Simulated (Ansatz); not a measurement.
# TiAl3: convergence and cost

This session on TiAl3 sets out to sweep the occupation rule and width.

Program: Ansatz 0.2.0. Level of theory: DFT r2SCAN, scalar-relativistic, plane waves, PAW. These are calculated values, not measurements.

2 further runs of the same task are left out: 1 for a known fault of the program, 1 set aside as unsound or not needed. Runs told in other sessions of the task aren't counted.

**1. The structure to begin with**

It takes space group Pmm2 (No. 25, orthorhombic). The conventional cell has a = 2.840 Å, b = 4.681 Å, c = 4.901 Å, α = 90.00°, β = 90.00°, γ = 90.00°. Around Ti (site symmetry mm2) lie 10 Al at 2.83 to 2.85 Å and 2 Ti at 2.84 Å. Al (site symmetry mm2) is surrounded by 4 Ti at 2.83 to 2.84 Å and 8 Al at 2.84 to 2.86 Å. Al (site symmetry mm2) is surrounded by 8 Al at 2.81 to 2.86 Å and 4 Ti at 2.85 Å. Al (site symmetry mm2) is surrounded by 10 Al at 2.81 to 2.86 Å and 2 Ti at 2.85 Å.

As a file:

```xyz
4
Lattice="2.8397 0.0000 0.0000 0.0000 4.6813 0.0000 0.0000 0.0000 4.9007" Properties=species:S:1:pos:R:3 pbc="T T T"
Ti    0.0000    2.3406    0.8131
Al    1.4198    2.3406    3.2701
Al    1.4198    0.0000    1.6217
Al    0.0000    0.0000    4.0965
```

The structure comes from the Materials Project (structure only); it is used as listed.

**2. The base input**

input.yaml reads:

```yaml
crystal:
  lattice:
    - [2.839677, 0.0, 0.0]
    - [0.0, 4.681264, 0.0]
    - [0.0, 0.0, 4.900742]
  atoms:
    - { symbol: Ti, position: [0.0, 0.5, 0.165916] }
    - { symbol: Al, position: [0.5, 0.5, 0.667271] }
    - { symbol: Al, position: [0.5, 0.0, 0.330912] }
    - { symbol: Al, position: [0.0, 0.0, 0.8359] }
basis:
  ecutwfc: 500
kpoints:
  mp_grid: { grid: [14, 10, 10] }
hamiltonian:
  xc: r2scan
scf:
  occupations: { method: gaussian, width: 0.1 }
output:
  forces: true
  stress: true
  eigenvalues: true
  populations: true
  write_density: true
  write_potential: true
  elf: true
  volumetric_format: npy
```

Its results, from an earlier run: -1031.6594 eV/atom at zero smearing, pressure -2.17 GPa, largest force 0.040 eV/Å, no gap on the mesh, in 7 SCF cycles and 21 s.

**3. Occupation rule and width set to Gaussian 0.02 eV**

input.yaml reads:

```yaml
crystal:
  lattice:
    - [2.839677, 0.0, 0.0]
    - [0.0, 4.681264, 0.0]
    - [0.0, 0.0, 4.900742]
  atoms:
    - { symbol: Ti, position: [0.0, 0.5, 0.165916] }
    - { symbol: Al, position: [0.5, 0.5, 0.667271] }
    - { symbol: Al, position: [0.5, 0.0, 0.330912] }
    - { symbol: Al, position: [0.0, 0.0, 0.8359] }
basis:
  ecutwfc: 500
kpoints:
  mp_grid: { grid: [14, 10, 10] }
hamiltonian:
  xc: r2scan
scf:
  occupations: { method: gaussian, width: 0.02 }
output:
  forces: true
  stress: true
  eigenvalues: true
```

On the command line:

```bash
$ ansatz run input.yaml --threads 1 --pin off --max-ram 2560MiB --backend cpu --events-out ev --progress --plain --runs-dir out
```

**4. Occupation rule and width: Gaussian 0.05 eV**

input.yaml, as its differences from that of step 3:

```diff
@@ -17,3 +17,3 @@
 scf:
-  occupations: { method: gaussian, width: 0.02 }
+  occupations: { method: gaussian, width: 0.05 }
 output:
@@ -22 +22,5 @@
   eigenvalues: true
+  write_density: true
+  write_potential: true
+  elf: true
+  volumetric_format: npy
```

**5. Occupation rule and width set to Gaussian 0.2 eV**

input.yaml, as its differences from that of step 4:

```diff
@@ -17,3 +17,3 @@
 scf:
-  occupations: { method: gaussian, width: 0.05 }
+  occupations: { method: gaussian, width: 0.2 }
 output:
@@ -22,5 +22 @@
   eigenvalues: true
-  write_density: true
-  write_potential: true
-  elf: true
-  volumetric_format: npy
```

**6. Occupation rule and width: Fermi–Dirac 0.02 eV**

input.yaml, as its differences from that of step 5:

```diff
@@ -17,3 +17,3 @@
 scf:
-  occupations: { method: gaussian, width: 0.2 }
+  occupations: { method: fermi_dirac, width: 0.02 }
 output:
```

**7. Occupation rule and width set to Methfessel–Paxton 0.01 eV**

input.yaml, as its differences from that of step 6:

```diff
@@ -17,3 +17,3 @@
 scf:
-  occupations: { method: fermi_dirac, width: 0.02 }
+  occupations: { method: methfessel_paxton, width: 0.01 }
 output:
```

**8. Occupation rule and width: Methfessel–Paxton 0.1 eV**

input.yaml, as its differences from that of step 7:

```diff
@@ -17,3 +17,3 @@
 scf:
-  occupations: { method: methfessel_paxton, width: 0.01 }
+  occupations: { method: methfessel_paxton, width: 0.1 }
 output:
```

**9. Occupation rule and width: Methfessel–Paxton 0.2 eV**

input.yaml, as its differences from that of step 8:

```diff
@@ -17,3 +17,3 @@
 scf:
-  occupations: { method: methfessel_paxton, width: 0.1 }
+  occupations: { method: methfessel_paxton, width: 0.2 }
 output:
```

**10. Occupation rule and width: Methfessel–Paxton 0.3 eV**

input.yaml, as its differences from that of step 9:

```diff
@@ -17,3 +17,3 @@
 scf:
-  occupations: { method: methfessel_paxton, width: 0.2 }
+  occupations: { method: methfessel_paxton, width: 0.3 }
 output:
```

**11. Occupation rule and width: cold 0.05 eV**

input.yaml, as its differences from that of step 10:

```diff
@@ -17,3 +17,3 @@
 scf:
-  occupations: { method: methfessel_paxton, width: 0.3 }
+  occupations: { method: cold, width: 0.05 }
 output:
```

**12. Occupation rule and width set to cold 0.1 eV**

input.yaml, as its differences from that of step 11:

```diff
@@ -17,3 +17,3 @@
 scf:
-  occupations: { method: cold, width: 0.05 }
+  occupations: { method: cold, width: 0.1 }
 output:
```

**13. Occupation rule and width set to cold 0.3 eV**

input.yaml, as its differences from that of step 12:

```diff
@@ -17,3 +17,3 @@
 scf:
-  occupations: { method: cold, width: 0.1 }
+  occupations: { method: cold, width: 0.3 }
 output:
```

**14. Occupation rule and width: tetrahedron**

input.yaml, as its differences from that of step 13:

```diff
@@ -17,3 +17,3 @@
 scf:
-  occupations: { method: cold, width: 0.3 }
+  occupations: { method: tetrahedron }
 output:
```

(Steps that only read results are left out.)

Q: Predict the outcome of the series: the values and the trend.

**Answer**, as computed:

| quantity | value |
| --- | --- |
| largest energy shift, occupation rule and width | 0.83 meV/atom at cold 0.3 |

In words: The free energy moves by up to 4.85 meV/atom (Gaussian 0.2), the energy extrapolated to zero width by up to 0.83. For the widths that shift F most, the extrapolation takes out most of the shift. In a metal, forces and stress under tetrahedra need not match the slope of their energy.
